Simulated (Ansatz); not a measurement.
# Metal on semiconductor: Si/SnSe2/Ca, part 2 of 3

Wanted: barrier heights, local density of states and T(E) for Si/SnSe2/Ca. The semiconductor is Si diamond(111), undoped, with its far face capped by hydrogen, and the metal is Ca fcc(111), with SnSe2 1T layers between them (two layers in the relaxed core). After relaxation the nearest pair at the metal is Ca–Se at 2.76 Å, along the normal. The common net has a side of 3.84 Å, which strains the semiconductor by -0.7 %, the layer between by +0.0 % and the metal by -1.6 %, against typed lattice constants near PBE's. The first steps treat the bulk crystals alone.

Ansatz 0.2.0; PBE+D3(BJ) DFT, plane waves, PAW files (the session's first sound run).

So far. Step 4 (Relaxation): The largest force component on a free atom ends at 0.029 eV/Å. At one or more of this run's solves the program warned of density in the dipole ramp over its bound, where dipole, forces and levels can be off. Step 5 (The contact's transmission, atomic planes in the …): The semiconductor's channels close between -0.35 and +0.25 eV. In the worse lead the potential repeats within 7.6 meV, which the program lets pass.

## (6) The contact's transmission, atomic planes in the barrier 6, gap between the electrodes 14.41 Å

System of this step: Si/SnSe2/Ca. The cell holds 28 atoms: 12 Si, 4 Se, 2 Sn, 9 Ca and 1 H. Its edges and angles: a = 3.840 Å, b = 3.840 Å, c = 71.280 Å, α = 90.0°, β = 90.0°, γ = 120.0°. Regions: left electrode, 12 atoms (12 Si); barrier, 6 atoms (4 Se and 2 Sn); right electrode, 9 atoms (9 Ca). Vacuum lies along c.

A thicker layer between them.

input.yaml

```yaml
crystal:
  lattice:
    - [3.84, 0.0, 0.0]
    - [-1.92, 3.3255375505, 0.0]
    - [0.0, 0.0, 71.2798513205]
  atoms:
    - { symbol: Si, position: [0.0, 0.0, 0.1192482846] }
    - { symbol: Si, position: [0.33333333, 0.66666667, 0.1301781254] }
    - { symbol: Si, position: [0.33333333, 0.66666667, 0.1631181489] }
    - { symbol: Si, position: [0.66666667, 0.33333333, 0.1740479897] }
    - { symbol: Si, position: [0.66666667, 0.33333333, 0.2069880132] }
    - { symbol: Si, position: [0.0, 0.0, 0.217917854] }
    - { symbol: Si, position: [0.0, 0.0, 0.2508578775] }
    - { symbol: Si, position: [0.33333333, 0.66666667, 0.2617877183] }
[... 16 atom lines left out ...]
    - { symbol: Ca, position: [0.33333333, 0.66666667, 0.8139861062] }
    - { symbol: Ca, position: [0.66666667, 0.33333333, 0.8578908183] }
    - { symbol: Ca, position: [0.0, 0.0, 0.9017955303] }
    - { symbol: H, position: [0.0, 0.0, 0.0982044697] }
kpoints:
  mp_grid: { grid: [8, 8, 1] }
scf:
  occupations: { method: fermi_dirac, width: 0.1 }
  max_iter: 150
hamiltonian:
  xc: pbe
efield:
  axis: 3
  dipole_correction: true
output:
  transmission:
    kmesh: [12, 12]
    e_range: [-2.5, 2.5]
    de: 0.05
    leads: [[4, 6], [23, 24]]
  dos: { projected: true, e_range: [-6, 5], de: 0.05 }
  write_potential: true
  write_density: true
  volumetric_format: npy
```

The run is started by

```sh
> ansatz run input.yaml --threads 4 --pin off --max-ram 16384MiB --backend cpu --events-out ev --progress --plain --runs-dir out
```

Wall time 2.8 min (4 threads of Arm Neoverse V2, shared host); peak memory 3.4 GiB; 11 min of CPU time.

Numbers from this step:

| Property | Result |
| --- | --- |
| free energy | -57923.8410 eV |
| Fermi energy | 4.775 eV |
| potential step in the lower lead | 14.2 meV |
| potential step in the upper lead | 7.4 meV |

One spin. Table of transmission, zone mean by energy, zero at the Fermi level:

| energy (eV) | transmission, zone mean |
| --- | --- |
| -2.50 | 0.123 |
| -2.45 | 0.148 |
| -2.35 | 0.0905 |
| -2.25 | 0.114 |
| -2.10 | 0.248 |
| -1.95 | 0.185 |
| -1.80 | 0.246 |
| -1.70 | 0.229 |
| -1.60 | 0.277 |
| -1.55 | 0.226 |
| -1.40 | 0.148 |
| -1.30 | 0.104 |
| -1.15 | 0.0574 |
| -1.00 | 0.0491 |
| -0.90 | 0.00725 |
| -0.75 | 0.00913 |
| -0.60 | 0 |
| -0.45 | 0 |
| -0.35 | 0 |
| -0.20 | 0 |
| -0.05 | 0 |
| 0.00 | 0 |
| 0.05 | 0 |
| 0.20 | 0 |
| 0.35 | 0.00332 |
| 0.45 | 0.0116 |
| 0.60 | 0.00813 |
| 0.75 | 0.00672 |
| 0.90 | 0.0111 |
| 1.00 | 0.0122 |
| 1.15 | 0.0253 |
| 1.30 | 0.0425 |
| 1.40 | 0.103 |
| 1.55 | 0.168 |
| 1.70 | 0.209 |
| 1.80 | 0.325 |
| 1.95 | 0.139 |
| 2.10 | 0.0777 |
| 2.25 | 0.0483 |
| 2.35 | 0.0230 |
| 2.50 | 0.0103 |

One spin. Open channels, zone mean against energy, zero at the Fermi level:

| energy (eV) | lower lead | upper lead |
| --- | --- | --- |
| -2.400 | 1.72 | 0.424 |
| -2.200 | 1.59 | 0.507 |
| -2.000 | 1.47 | 0.590 |
| -1.800 | 1.30 | 0.590 |
| -1.600 | 1.22 | 0.632 |
| -1.400 | 0.854 | 0.757 |
| -1.200 | 0.646 | 0.840 |
| -1.000 | 0.396 | 0.861 |
| -0.800 | 0.312 | 0.812 |
| -0.600 | 0.146 | 0.896 |
| -0.400 | 0.0208 | 0.833 |
| -0.200 | 0 | 0.625 |
| 0.000 | 0 | 1.11 |
| 0.200 | 0 | 0.778 |
| 0.400 | 0.125 | 1.07 |
| 0.600 | 0.333 | 1.30 |
| 0.800 | 0.5 | 1.05 |
| 1.000 | 0.75 | 1.38 |
| 1.200 | 0.924 | 1.11 |
| 1.400 | 1.32 | 1.07 |
| 1.600 | 1.49 | 0.944 |
| 1.800 | 1.99 | 0.903 |
| 2.000 | 2.11 | 0.778 |
| 2.200 | 2.32 | 0.611 |
| 2.400 | 2.08 | 0.583 |

Projected DOS an atom over height of the atomic layer and energy from the Fermi level. Layers: H Si Si Si Si Si Si Si Si Si Si Si Si Se Sn Se Se Sn Se Ca Ca Ca Ca Ca Ca Ca Ca Ca; projections on atoms miss part of the total, and the computed bands can run out at the top of the range; a column is the mean of 2 neighbouring layers, the last of those left over.

Values in states/eV, 22 rows by 14 columns, each cell a mean:
```
0.08 0.19 0.23 0.27 0.30 0.26 0.31 0.19 0.31 0.13 0.03 0.03 0.03 0.03
0.05 0.14 0.20 0.18 0.19 0.15 0.10 0.07 0.26 0.16 0.03 0.03 0.04 0.07
0.01 0.03 0.07 0.08 0.10 0.09 0.21 0.41 0.35 0.28 0.15 0.15 0.13 0.09
0.00 0.00 0.00 0.01 0.02 0.05 0.25 0.48 0.48 0.38 0.15 0.11 0.12 0.15
0.00 0.00 0.00 0.01 0.02 0.06 0.28 0.52 0.35 0.43 0.33 0.36 0.35 0.43
0.03 0.05 0.06 0.06 0.07 0.11 0.24 0.21 0.12 0.34 0.50 0.53 0.53 0.55
0.08 0.14 0.16 0.17 0.16 0.18 0.39 0.21 0.19 0.44 0.59 0.57 0.61 0.56
0.12 0.24 0.29 0.30 0.25 0.24 0.47 0.32 0.46 0.78 0.64 0.72 0.68 0.70
0.22 0.44 0.46 0.44 0.41 0.37 0.63 0.68 0.64 0.66 0.41 0.41 0.45 0.39
0.29 0.62 0.66 0.63 0.63 0.53 0.65 0.76 1.03 0.88 0.40 0.35 0.34 0.45
0.30 0.75 0.69 0.63 0.70 0.58 0.58 0.58 0.72 0.64 0.45 0.41 0.41 0.42
0.35 0.77 0.57 0.63 0.57 0.70 0.73 0.67 0.61 0.62 0.29 0.35 0.37 0.27
0.37 0.81 0.68 0.75 0.71 0.65 0.68 0.76 0.56 0.54 0.28 0.24 0.22 0.28
0.38 0.72 0.73 0.65 0.72 0.74 0.79 0.86 0.67 0.64 0.22 0.24 0.27 0.21
0.46 0.62 0.65 0.58 0.60 0.61 0.61 0.62 0.58 0.57 0.11 0.13 0.10 0.13
0.40 0.46 0.52 0.63 0.59 0.57 0.67 0.65 0.84 0.76 0.17 0.14 0.16 0.12
0.48 0.46 0.41 0.48 0.49 0.48 0.64 0.59 0.48 0.35 0.02 0.02 0.02 0.01
0.63 0.53 0.51 0.43 0.40 0.37 0.59 0.41 0.44 0.25 0.00 0.00 0.00 0.00
0.06 0.09 0.13 0.14 0.20 0.30 0.58 0.40 0.62 0.32 0.00 0.00 0.00 0.00
0.10 0.10 0.16 0.15 0.15 0.23 0.46 0.46 0.33 0.16 0.00 0.00 0.00 0.00
0.12 0.13 0.18 0.17 0.15 0.18 0.18 0.18 0.10 0.04 0.00 0.00 0.00 0.00
0.09 0.14 0.18 0.17 0.15 0.15 0.10 0.06 0.00 0.00 0.00 0.00 0.00 0.00
```
Columns: height of the atomic layer (Å) from 7.75 to 62.7 (not evenly spaced); rows upwards: energy from the Fermi level (eV) from -6 to 1.25.

The semiconductor's channels close between -0.35 and +0.25 eV. In the worse lead the potential repeats within 14 meV, which the program lets pass. At one or more of this run's solves the program warned of density in the dipole ramp over its bound, where dipole, forces and levels can be off.

## (7) The contact's transmission, atomic planes in the barrier 9, gap between the electrodes 20.2 Å

System of this step: Si/SnSe2/Ca. The cell holds 31 atoms: 12 Si, 6 Se, 3 Sn, 9 Ca and 1 H. Its edges and angles: a = 3.840 Å, b = 3.840 Å, c = 77.075 Å, α = 90.0°, β = 90.0°, γ = 120.0°. Regions: left electrode, 12 atoms (12 Si); barrier, 9 atoms (6 Se and 3 Sn); right electrode, 9 atoms (9 Ca). Vacuum lies along c.

input.yaml

```yaml
crystal:
  lattice:
    - [3.84, 0.0, 0.0]
    - [-1.92, 3.3255375505, 0.0]
    - [0.0, 0.0, 77.0748610621]
  atoms:
    - { symbol: Si, position: [0.0, 0.0, 0.1102823915] }
    - { symbol: Si, position: [0.33333333, 0.66666667, 0.1203904528] }
    - { symbol: Si, position: [0.33333333, 0.66666667, 0.1508538224] }
    - { symbol: Si, position: [0.66666667, 0.33333333, 0.1609618838] }
    - { symbol: Si, position: [0.66666667, 0.33333333, 0.1914252534] }
    - { symbol: Si, position: [0.0, 0.0, 0.2015333147] }
    - { symbol: Si, position: [0.0, 0.0, 0.2319966843] }
    - { symbol: Si, position: [0.33333333, 0.66666667, 0.2421047457] }
[... 19 atom lines left out ...]
    - { symbol: Ca, position: [0.33333333, 0.66666667, 0.8279718898] }
    - { symbol: Ca, position: [0.66666667, 0.33333333, 0.8685755484] }
    - { symbol: Ca, position: [0.0, 0.0, 0.909179207] }
    - { symbol: H, position: [0.0, 0.0, 0.090820793] }
kpoints:
  mp_grid: { grid: [8, 8, 1] }
scf:
  occupations: { method: fermi_dirac, width: 0.1 }
  max_iter: 150
hamiltonian:
  xc: pbe
efield:
  axis: 3
  dipole_correction: true
output:
  transmission:
    kmesh: [12, 12]
    e_range: [-2.5, 2.5]
    de: 0.05
    leads: [[4, 6], [26, 27]]
  dos: { projected: true, e_range: [-6, 5], de: 0.05 }
  write_potential: true
  write_density: true
  volumetric_format: npy
```

It took 3.7 min on 4 threads; peak memory 4.1 GiB.

One spin. Transmission, zone mean against energy, zero at the Fermi level:

energy (eV), transmission, zone mean and a bar:
```
    -2.50      0.119 ############
    -2.35      0.150 ###############
    -2.15      0.151 ###############
    -2.05      0.300 ##############################
    -2.00      0.230 #######################
    -1.80      0.126 #############
    -1.70      0.208 #####################
    -1.65      0.137 ##############
    -1.60      0.179 ##################
    -1.45      0.136 ##############
    -1.30      0.049 #####
    -1.20      0.129 #############
    -1.10      0.105 ##########
    -0.95      0.030 ###
    -0.80      0.020 ##
    -0.60      0.000 
    -0.45      0.000 
    -0.25      0.000 
    -0.10      0.000 
     0.00      0.000 
     0.10      0.000 
     0.25      0.008 #
     0.45      0.024 ##
     0.60      0.027 ###
     0.80      0.009 #
     0.95      0.027 ###
     1.10      0.107 ###########
     1.30      0.033 ###
     1.45      0.036 ####
     1.65      0.030 ###
     1.80      0.056 ######
     2.00      0.017 ##
     2.15      0.012 #
     2.35      0.002 
     2.50      0.001
```

The semiconductor's channels close between -0.35 and +0.25 eV. In the worse lead the potential repeats within 16 meV, which the program lets pass. At one or more of this run's solves the program warned of density in the dipole ramp over its bound, where dipole, forces and levels can be off.

## (8) Side by side

Times are for 4 threads of Arm Neoverse V2, shared host. The series side by side:

| no. | gap between the electrodes (Å) | potential step in the lower lead (meV) | time | memory (GiB) |
| --- | --- | --- | --- | --- |
| 1 | 8.61 | 5.9 | 2.3 min | 2.7 |
| 2 | 14.41 | 14.2 | 2.8 min | 3.4 |
| 3 | 20.2 | 16.1 | 3.7 min | 4.1 |

The runs together. Table of transmission, zone mean by energy, zero at the Fermi level:

| energy (eV) | 8.61 | 14.41 | 20.2 |
| --- | --- | --- | --- |
| -2.400 | 0.0902 | 0.110 | 0.106 |
| -2.200 | 0.0943 | 0.148 | 0.112 |
| -2.050 | 0.132 | 0.149 | 0.300 |
| -2.000 | 0.141 | 0.174 | 0.230 |
| -1.800 | 0.148 | 0.246 | 0.126 |
| -1.700 | 0.140 | 0.229 | 0.208 |
| -1.600 | 0.135 | 0.277 | 0.179 |
| -1.400 | 0.0867 | 0.148 | 0.0672 |
| -1.200 | 0.0918 | 0.0810 | 0.129 |
| -1.000 | 0.107 | 0.0491 | 0.0371 |
| -0.800 | 0.0165 | 0.0149 | 0.0198 |
| -0.600 | 0 | 0 | 0 |
| -0.400 | 0 | 0 | 0 |
| -0.200 | 0 | 0 | 0 |
| 0.000 | 0 | 0 | 0 |
| 0.200 | 0 | 0 | 0 |
| 0.400 | 0.00441 | 0.0116 | 0.0334 |
| 0.600 | 0.00898 | 0.00813 | 0.0273 |
| 0.800 | 0.0103 | 0.00884 | 0.00902 |
| 1.000 | 0.0701 | 0.0122 | 0.0466 |
| 1.200 | 0.328 | 0.0303 | 0.0575 |
| 1.250 | 0.357 | 0.0335 | 0.0545 |
| 1.400 | 0.307 | 0.103 | 0.104 |
| 1.600 | 0.393 | 0.181 | 0.0308 |
| 1.800 | 0.494 | 0.325 | 0.0559 |
| 2.000 | 0.387 | 0.116 | 0.0173 |
| 2.200 | 0.305 | 0.0594 | 0.00995 |
| 2.400 | 0.148 | 0.0202 | 0.00169 |

## (9) The first cell with another functional

This step: LDA DFT, plane waves, PAW files; ballistic transmission by layer matching between semi-infinite leads (Ansatz 0.2.0).

System of this step: Si/SnSe2/Ca. The cell holds 25 atoms: 12 Si, 2 Se, 1 Sn, 9 Ca and 1 H. Cell: a = 3.840 Å, b = 3.840 Å, c = 65.485 Å, α = 90.0°, β = 90.0°, γ = 120.0°. Regions: left electrode, 12 atoms (12 Si); barrier, 3 atoms (2 Se and 1 Sn); right electrode, 9 atoms (9 Ca). Vacuum lies along c.

The first cell is run again with another functional of like gap, which tests the alignment more than the gap.

input.yaml

```yaml
crystal:
  lattice:
    - [3.84, 0.0, 0.0]
    - [-1.92, 3.3255375505, 0.0]
    - [0.0, 0.0, 65.484841579]
  atoms:
    - { symbol: Si, position: [0.0, 0.0, 0.1298010317] }
    - { symbol: Si, position: [0.33333333, 0.66666667, 0.1416980968] }
    - { symbol: Si, position: [0.33333333, 0.66666667, 0.1775531119] }
    - { symbol: Si, position: [0.66666667, 0.33333333, 0.189450177] }
    - { symbol: Si, position: [0.66666667, 0.33333333, 0.225305192] }
    - { symbol: Si, position: [0.0, 0.0, 0.2372022571] }
    - { symbol: Si, position: [0.0, 0.0, 0.2730572722] }
    - { symbol: Si, position: [0.33333333, 0.66666667, 0.2849543373] }
[... 13 atom lines left out ...]
    - { symbol: Ca, position: [0.33333333, 0.66666667, 0.7975250093] }
    - { symbol: Ca, position: [0.66666667, 0.33333333, 0.845315021] }
    - { symbol: Ca, position: [0.0, 0.0, 0.8931050327] }
    - { symbol: H, position: [0.0, 0.0, 0.1068949673] }
kpoints:
  mp_grid: { grid: [8, 8, 1] }
scf:
  occupations: { method: fermi_dirac, width: 0.1 }
  max_iter: 150
hamiltonian:
  xc: lda
efield:
  axis: 3
  dipole_correction: true
output:
  transmission:
    kmesh: [12, 12]
    e_range: [-2.5, 2.5]
    de: 0.05
    leads: [[4, 6], [20, 21]]
  dos: { projected: true, e_range: [-6, 5], de: 0.05 }
  write_potential: true
  write_density: true
  volumetric_format: npy
```

Run time: 2.3 min. Hardware: 4 threads; peak memory 2.7 GiB.

This step gave:

```
free energy                      : -39919.7542 eV
Fermi energy                     : 4.110 eV
potential step in the lower lead : 5.1 meV
potential step in the upper lead : 7.1 meV
```

One spin. Transmission, zone mean against energy, zero at the Fermi level:

energy (eV), transmission, zone mean and a bar:
```
    -2.50      0.101 ######
    -2.45      0.118 #######
    -2.35      0.096 ######
    -2.25      0.096 ######
    -2.10      0.136 ########
    -1.95      0.161 ##########
    -1.80      0.146 #########
    -1.70      0.150 #########
    -1.55      0.140 #########
    -1.40      0.105 #######
    -1.30      0.108 #######
    -1.15      0.095 ######
    -1.00      0.082 #####
    -0.95      0.119 #######
    -0.90      0.066 ####
    -0.75      0.019 #
    -0.60      0.000 
    -0.45      0.000 
    -0.35      0.000 
    -0.20      0.000 
    -0.05      0.000 
     0.00      0.000 
     0.05      0.000 
     0.20      0.000 
     0.35      0.004 
     0.45      0.007 
     0.60      0.017 #
     0.75      0.009 #
     0.90      0.077 #####
     1.00      0.071 ####
     1.15      0.263 ################
     1.20      0.326 ####################
     1.30      0.242 ###############
     1.40      0.340 #####################
     1.55      0.360 ######################
     1.70      0.484 ##############################
     1.80      0.442 ###########################
     1.95      0.311 ###################
     2.10      0.295 ##################
     2.25      0.202 #############
     2.35      0.116 #######
     2.50      0.136 ########
```

One spin. The open channels, zone mean by energy, zero at the Fermi level:

| energy (eV) | lower lead | upper lead |
| --- | --- | --- |
| -2.400 | 1.76 | 0.424 |
| -2.200 | 1.55 | 0.507 |
| -2.000 | 1.59 | 0.590 |
| -1.800 | 1.38 | 0.590 |
| -1.600 | 1.34 | 0.632 |
| -1.400 | 0.979 | 0.757 |
| -1.200 | 0.688 | 0.840 |
| -1.000 | 0.562 | 0.854 |
| -0.800 | 0.312 | 0.812 |
| -0.600 | 0.146 | 0.854 |
| -0.400 | 0.146 | 0.833 |
| -0.200 | 0 | 0.625 |
| 0.000 | 0 | 1.11 |
| 0.200 | 0.0417 | 0.778 |
| 0.400 | 0.125 | 1.07 |
| 0.600 | 0.333 | 1.22 |
| 0.800 | 0.5 | 1.09 |
| 1.000 | 0.75 | 1.30 |
| 1.200 | 0.944 | 1.15 |
| 1.400 | 1.36 | 1.07 |
| 1.600 | 1.49 | 0.944 |
| 1.800 | 1.99 | 0.903 |
| 2.000 | 2.15 | 0.653 |
| 2.200 | 2.32 | 0.458 |
| 2.400 | 1.91 | 0.799 |

Projected DOS an atom over height of the atomic layer and energy from the Fermi level. Layers: H Si Si Si Si Si Si Si Si Si Si Si Si Se Sn Se Ca Ca Ca Ca Ca Ca Ca Ca Ca; projections on atoms miss part of the total, and the computed bands can run out at the top of the range; a column is the mean of 2 neighbouring layers, the last of those left over.

Values in states/eV, 22 rows by 13 columns, each cell a mean:
```
0.07 0.17 0.23 0.24 0.27 0.22 0.25 0.21 0.05 0.02 0.03 0.02 0.05
0.02 0.08 0.12 0.11 0.12 0.10 0.06 0.04 0.12 0.06 0.07 0.06 0.12
0.00 0.01 0.02 0.03 0.03 0.03 0.08 0.14 0.24 0.15 0.12 0.09 0.12
0.00 0.00 0.00 0.01 0.03 0.07 0.31 0.53 0.34 0.17 0.19 0.22 0.29
0.01 0.02 0.03 0.04 0.07 0.13 0.40 0.45 0.52 0.53 0.51 0.49 0.58
0.08 0.13 0.16 0.15 0.14 0.18 0.53 0.58 0.55 0.57 0.60 0.61 0.64
0.11 0.19 0.23 0.24 0.21 0.21 0.47 0.43 0.50 0.64 0.64 0.60 0.60
0.19 0.37 0.41 0.41 0.37 0.32 0.49 0.69 0.44 0.57 0.59 0.66 0.53
0.25 0.53 0.57 0.54 0.54 0.43 0.54 0.55 0.32 0.41 0.39 0.35 0.46
0.30 0.71 0.70 0.65 0.70 0.61 0.67 0.59 0.35 0.36 0.41 0.39 0.45
0.31 0.70 0.60 0.59 0.57 0.69 0.79 0.78 0.30 0.50 0.43 0.50 0.39
0.39 0.83 0.57 0.68 0.64 0.68 0.59 0.62 0.16 0.20 0.24 0.18 0.24
0.39 0.80 0.78 0.75 0.74 0.65 0.68 0.73 0.18 0.25 0.22 0.27 0.25
0.39 0.60 0.63 0.54 0.66 0.69 0.77 1.07 0.25 0.24 0.25 0.24 0.21
0.43 0.55 0.58 0.61 0.58 0.58 0.63 0.81 0.19 0.12 0.11 0.14 0.10
0.40 0.45 0.49 0.60 0.54 0.53 0.62 0.63 0.08 0.14 0.14 0.13 0.04
0.68 0.59 0.50 0.50 0.50 0.43 0.64 0.60 0.02 0.01 0.01 0.01 0.00
0.34 0.34 0.37 0.31 0.31 0.36 0.55 0.32 0.01 0.00 0.00 0.00 0.00
0.05 0.08 0.12 0.12 0.17 0.26 0.61 0.47 0.00 0.00 0.00 0.00 0.00
0.12 0.12 0.18 0.17 0.15 0.19 0.23 0.21 0.00 0.00 0.00 0.00 0.00
0.10 0.13 0.18 0.17 0.15 0.16 0.11 0.05 0.00 0.00 0.00 0.00 0.00
0.09 0.15 0.18 0.18 0.16 0.17 0.10 0.05 0.00 0.00 0.00 0.00 0.00
```
Columns: height of the atomic layer (Å) from 7.75 to 58.5 (not evenly spaced); rows upwards: energy from the Fermi level (eV) from -6 to 1.05.

The semiconductor's channels close between -0.25 and +0.20 eV. In the worse lead the potential repeats within 7.1 meV, which the program lets pass. At one or more of this run's solves the program warned of density in the dipole ramp over its bound, where dipole, forces and levels can be off.

(Continued in part 3 of 3.)

[Logs are printed without paths, hosts, clocks, repeated set-up lines and the standing remarks that a program may print on its own settings, such as how far it seeks lower states.]

[Hosts, paths, dates, database ids (printed as entryN), source tags and the programs' standing remarks are cut or masked in the printed files.]
